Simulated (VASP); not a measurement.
# CONH2: hyperfine couplings with HSE06

The system is CONH2, in a box.

```
C O N H
1.0
    10.00000    0.00000    0.00000
     0.00000    9.00000    0.00000
     0.00000    0.00000    8.00000
C O N H
1 1 1 2
Direct
  0.56561 0.43574 0.50000
  0.67885 0.48268 0.50000
  0.44876 0.50846 0.50000
  0.36191 0.45115 0.50000
  0.44488 0.62198 0.50000
```

```
Program                            : VASP 6.6.1
Task                               : hyperfine couplings
Functional                         : HSE06
Potentials or basis                : VASP PAW PBE potentials, release 64 (C, O, N, H)
Cutoff                             : 500 eV
k mesh                             : 1 × 1 × 1
Occupations                        : gaussian, width 0.01 eV
Spin                               : collinear spin, ferromagnetic start
Starting moments                   : [0.2, 0.2, 0.2, 0.2, 0.2] μB
Fixed moment                       : 1 μB
Grid for exact exchange (PRECFOCK) : Fast
Screening parameter                : 0.2 1/A
Further INCAR settings             : ALGO = Normal; EDIFF = 1e-07; ISYM = 0
```

```json
{"Largest force": "1.163 eV/Å", "Net moment": "1.00 μB per cell", "Site moments": "C +0.30; O +0.23; N +0.05; H +0.00, +0.02 μB", "Valence electrons inside the program's atomic spheres": "C 2.54; O 5.13; N 4.03; H 0.73, 0.71"}
```

Forces in eV/Å, atoms in the order of the input:
```
C    0.646  0.623  0.000
O   -1.096 -0.388  0.000
N    0.073  0.054  0.000
H    0.324  0.169  0.000
H    0.054 -0.458  0.000
```

Hyperfine coupling, principal values (MHz):
| atom | values |
| --- | --- |
| 1 C | 450.9, 439.6, 587.4 |
| 2 O | -34.4, -30.2, -194.2 |
| 3 N | 77.2, 75.4, 88.2 |
| 4 H | -10.9, -8.0, 13.8 |
| 5 H | 91.5, 86.5, 100.5 |

Wall time 95 s on 4 MPI ranks on Intel(R) Xeon(R) 6975P-C (Granite Rapids), on a shared host, peak memory 0.46 GiB a rank.

Caveat: the standard files for N, O and F lose accuracy on very short bonds; the PAW data sets were made with another functional, which shifts forces and pressure a little; the total moment is fixed, so each spin has its own Fermi level.
